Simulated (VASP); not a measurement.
# Ca (P6/mmm) in VASP: notebook

The runs below take Ca through single point, with RPBE.

Program: VASP 6.6.1. These are calculated values, not measurements. Logs are shortened: lines on timing, memory, paths and dates and some standing lists are left out, and cuts for length are marked.

**1. The crystal as given**

Symmetry: P6/mmm, No. 191, hexagonal system. The conventional cell has a = 6.387 Å, b = 6.387 Å, c = 3.820 Å, α = 90.00°, β = 90.00°, γ = 120.00°. Around Ca (site symmetry 6/mmm) lie 14 Ca at 3.82 to 4.15 Å. Around Ca (site symmetry -6m2) lie 11 Ca at 3.69 to 4.15 Å.

This isn't the form of Ca at room conditions, which is fcc.

**2. Single point, RPBE**

File INCAR:

```
SYSTEM = Ca
PREC = Accurate
ENCUT = 520
EDIFF = 1E-7
ISMEAR = -1
SIGMA = 0.1
LREAL = .FALSE.
LASPH = .TRUE.
NELM = 80
ALGO = Fast
ISIF = 2
LWAVE = .FALSE.
LCHARG = .FALSE.
GGA = RP
NBANDS = 22
```

File KPOINTS:

```
Automatic mesh
0
G
  8 8 11
  0 0 0
```

File POSCAR:

```
Ca
1.0
    6.3869952790      0.0000000000      0.0000000000
   -3.1934976395      5.5313001654      0.0000000000
    0.0000000000      0.0000000000      3.8199801632
Ca
3
Direct
    0.0000000000      0.0000000000      0.0000000000
    0.3333333333      0.6666666667      0.5000000000
    0.6666666667      0.3333333333      0.5000000000
```

Potentials or basis: VASP PAW PBE potentials, release 64 (Ca_sv).

Started as:

```
> cat potpaw_PBE.64/Ca_sv/POTCAR > POTCAR
> mpirun -np 1 vasp_std > vasp.out
```

OUTCAR:

```text
SYSTEM = Ca
   PREC = Accurate
   ENCUT = 520
   EDIFF = 1E-7
   ISMEAR = -1
   LREAL = .FALSE.
   LASPH = .TRUE.
   NELM = 80
   ISIF = 2
   GGA = RP

 ion  position               nearest neighbor table
   1  0.000  0.000  0.000-
   2  0.333  0.667  0.500-
   3  0.667  0.333  0.500-

  LATTYP: Found a hexagonal cell.
 ALAT       =     6.3869952790
 C/A-ratio  =     0.5980872063

  Lattice vectors:

 A1 = (   6.3869952790,   0.0000000000,   0.0000000000)
 A2 = (  -3.1934976395,   5.5313001654,   0.0000000000)
 A3 = (   0.0000000000,   0.0000000000,   3.8199801632)

Analysis of symmetry for initial positions (statically):
=====================================================================
 Subroutine PRICEL returns:
 Original cell was already a primitive cell.

 Routine SETGRP: Setting up the symmetry group for a
 hexagonal supercell.

 Subroutine GETGRP returns: Found 24 space group operations
 (whereof 24 operations were pure point group operations)
 out of a pool of 24 trial point group operations.

The static configuration has the point symmetry D_6h.

Analysis of symmetry for dynamics (positions and initial velocities):
=====================================================================
 Subroutine PRICEL returns:
 Original cell was already a primitive cell.

 Routine SETGRP: Setting up the symmetry group for a
 hexagonal supercell.

 Subroutine GETGRP returns: Found 24 space group operations
 (whereof 24 operations were pure point group operations)
 out of a pool of 24 trial point group operations.

The dynamic configuration has the point symmetry D_6h.

 Subroutine INISYM returns: Found 24 space group operations
 (whereof 24 operations are pure point group operations),
 and found     1 'primitive' translations

----------------------------------------------------------------------------------------

                                     Primitive cell

  volume of cell :     134.9537

  direct lattice vectors                    reciprocal lattice vectors
     6.386995279  0.000000000  0.000000000     0.156568145  0.090394660  0.000000000
    -3.193497639  5.531300165  0.000000000     0.000000000  0.180789321  0.000000000
     0.000000000  0.000000000  3.819980163     0.000000000  0.000000000  0.261781464

  length of vectors
     6.386995279  6.386995279  3.819980163     0.180789321  0.180789321  0.261781464

[... 80 lines left out ...]
   ENCUT  =  520.0 eV  38.22 Ry    6.18 a.u.  11.88 11.88  7.10*2*pi/ulx,y,z
   NELM   =     80;   NELMIN=  2; NELMDL= -5     # of ELM steps
   EDIFF  = 0.1E-06   stopping-criterion for ELM
   LREAL  =      F    real-space projection
   EDIFFG = 0.1E-05   stopping-criterion for IOM
   NSW    =      0    number of steps for IOM
   IBRION =     -1    ionic relax: 0-MD 1-quasi-New 2-CG
   NFREE  =      0    steps in history (QN), initial steepest desc. (CG)
   ISIF   =      2    stress and relaxation
   ISYM   =      2    0-nonsym 1-usesym 2-fastsym
   POTIM  = 0.5000    time-step for ionic-motion
   TEBEG  =    0.0;   TEEND  =   0.0 temperature during run
   PSTRESS=    0.0 pullay stress
   NELECT =      30.0000    total number of electrons
   NUPDOWN=      -1.0000    fix difference up-down
   EMIN   =  10.00;   EMAX   =-10.00  energy-range for DOS
   EFERMI =   0.00;   METHOD = LEGACY
   ISMEAR =    -1;   SIGMA  =   0.10  broadening in eV -4-tet -1-fermi 0-gaus
   EFERMI_NEDOS =   21; number of points for ismear=-14 and -15
   IALGO  =     68    algorithm
   IMIX   =      4    mixing-type and parameters
     AMIX     =   0.40;   BMIX     =  1.00
     AMIX_MAG =   1.60;   BMIX_MAG =  1.00
  volume/ion in A,a.u.               =      44.98       303.57
  Fermi-wavevector in a.u.,A,eV,Ry     =   0.991715  1.874070 13.381315  0.983499
  Thomas-Fermi vector in A             =   2.123476
   LORBIT       =      0    0 simple, 1 ext, 2 COOP (PROOUT), +10 PAW based schemes
   GGA     = RP    functional components
   LHFCALC =     F    Hartree Fock is set to
   AEXX    =    0.0000 exact exchange contribution
   IVDW    =     0    specifies the selected vdW correction
   LEPSILON=     F    determine dielectric tensor
   LRPA    =     F    only Hartree local field effects (RPA)
 non-spin polarized calculation
 RMM-DIIS sequential band-by-band and
  energy-cutoff  :      520.00
  volume of cell :      134.95
 maximum number of plane-waves:      3662
 NGX is ok and might be reduce to    48
   NGX = 23   NGY = 23   NGZ = 15

 number of electron      30.0000014 magnetization

 Free energy of the ion-electron system (eV)
  ---------------------------------------------------
  ext. energy  EPLUGINS =         0.00000000
  ---------------------------------------------------
  free energy    TOTEN  =        -5.15870407 eV

  energy without entropy =       -5.01101597  energy(sigma->0) =       -5.08486002

 E-fermi :   1.8397     XC(G=0):  -7.4176

 val. band max:        1.8380321163   @ k =   0.3750  -0.0000   0.2727
 cond. band min:       1.8485398673   @ k =   0.1250  -0.0000   0.0000
 fundamental gap:      0.0105077510
 Fermi energy:         1.8397379736

 k-point     1 :       0.0000    0.0000    0.0000
  band No.  band energies     occupation
      1     -40.5036      2.00000
      2     -40.4893      2.00000
      3     -40.4189      2.00000
      4     -21.4647      2.00000
      5     -21.4647      2.00000
      6     -21.3911      2.00000
[... 589 lines left out ...]
     21       3.7235      0.00000
     22       4.0157      0.00000

 [... further k-points ...]

------------------------ aborting loop because EDIFF is reached ----------------------------------------

  FORCE on cell =-STRESS in cart. coord.  units (eV):
  Direction    XX          YY          ZZ          XY          YZ          ZX
  --------------------------------------------------------------------------------------
  -------------------------------------------------------------------------------------
  Total       -0.0031329     -0.0031329      0.0214749      0.0000000     -0.0000000      0.0000000
  in kB       -0.0371942     -0.0371942      0.2549505      0.0000000     -0.0000000      0.0000000
  external PRESSURE =       0.0601873 kB  Pullay stress =       0.0000000 kB

 VOLUME and BASIS-vectors are now :
 -----------------------------------------------------------------------------
  energy-cutoff  :      520.00
  volume of cell :      134.95
      direct lattice vectors                 reciprocal lattice vectors
     6.386995279  0.000000000  0.000000000     0.156568145  0.090394660  0.000000000
    -3.193497639  5.531300165  0.000000000     0.000000000  0.180789321  0.000000000
     0.000000000  0.000000000  3.819980163     0.000000000  0.000000000  0.261781464

 POSITION                                       TOTAL-FORCE (eV/Angst)
 -----------------------------------------------------------------------------------
      0.00000      0.00000      0.00000         0.000000      0.000000      0.000000
     -0.00000      3.68753      1.90999        -0.000000      0.000000     -0.000000
      3.19350      1.84377      1.90999         0.000000      0.000000      0.000000
 -----------------------------------------------------------------------------------
    total drift:                               -0.000000      0.000000     -0.000000

  FREE ENERGIE OF THE ION-ELECTRON SYSTEM (eV)
  ---------------------------------------------------
  free  energy   TOTEN  =        -5.1587040657 eV

  energy  without entropy=       -5.0110159725  energy(sigma->0) =       -5.08486002
```

OSZICAR:

```text
N       E                     dE             d eps       ncg     rms          rms(c)
DAV:   1     0.277722651574E+03    0.27772E+03   -0.14522E+04  2640   0.123E+03
DAV:   2     0.982055614783E+01   -0.26790E+03   -0.26360E+03  2850   0.361E+02
DAV:   3    -0.404229960175E+01   -0.13863E+02   -0.13564E+02  5028   0.631E+01
DAV:   4    -0.512302357249E+01   -0.10807E+01   -0.10718E+01  4224   0.157E+01
[... 12 lines left out ...]
RMM:  17    -0.515870320750E+01   -0.62665E-06   -0.64102E-06  4037   0.683E-03    0.558E-04
RMM:  18    -0.515870406538E+01   -0.85788E-06   -0.31522E-06  3553   0.522E-03    0.454E-04
RMM:  19    -0.515870390974E+01    0.15564E-06   -0.17824E-06  3246   0.376E-03    0.443E-04
RMM:  20    -0.515870402964E+01   -0.11989E-06   -0.10409E-06  2832   0.287E-03    0.499E-04
RMM:  21    -0.515870406571E+01   -0.36077E-07   -0.59340E-07  2612   0.225E-03
   1 F= -.51587041E+01 E0= -.50848600E+01  d E =-.147688E+00
```

stdout:

```text
POSCAR found type information on POSCAR Ca
 POSCAR found :  1 types and       3 ions
[... 22 lines left out ...]
 num prob  num prob  num prob  num prob  num prob  num prob  num prob  num prob  num prob  num prob  num prob  num prob  num prob  num prob  num prob  num prob  num prob  num prob  num prob  num prob  num prob  num prob  num prob  num prob  num prob  num prob RMM:  20    -0.515870402964E+01   -0.11989E-06   -0.10409E-06  2832   0.287E-03    0.499E-04
 num prob  num prob  num prob  num prob  num prob  num prob  num prob  num prob  num prob  num prob  num prob  num prob  num prob  num prob  num prob  num prob  num prob  num prob  num prob  num prob  num prob  num prob  num prob  num prob  num prob  num prob  num prob  num prob  num prob  num prob RMM:  21    -0.515870406571E+01   -0.36077E-07   -0.59340E-07  2612   0.225E-03
```

Wall time 4.5 min (1 thread of Intel Xeon Platinum 8488C (Sapphire Rapids), shared host); peak memory 0.32 GiB.

What came out:

| Quantity | Value |
| --- | --- |
| Free energy | -5.1587 eV |
| Pressure | 0.0 GPa |
| Band gap on the k mesh | none (metal or under the smearing width) |

Levels at points of the mesh, in eV from the Fermi level:
```tsv
k point	band 11	band 12	band 13	band 14	band 15	band 16	band 17	band 18	band 19	band 20
(0.00, 0.00, 0.00)	-23.16	-23.14	-3.92	0.14	0.14	0.15	0.15	0.18	0.74	1.99
(0.50, 0.00, 0.00)	-23.16	-23.14	-2.60	-2.58	-0.85	-0.12	1.21	1.38	1.43	1.51
```

Caveat: the PAW data sets were made with another functional, which shifts forces and pressure a little.

(Continued in part 2 of 2.)
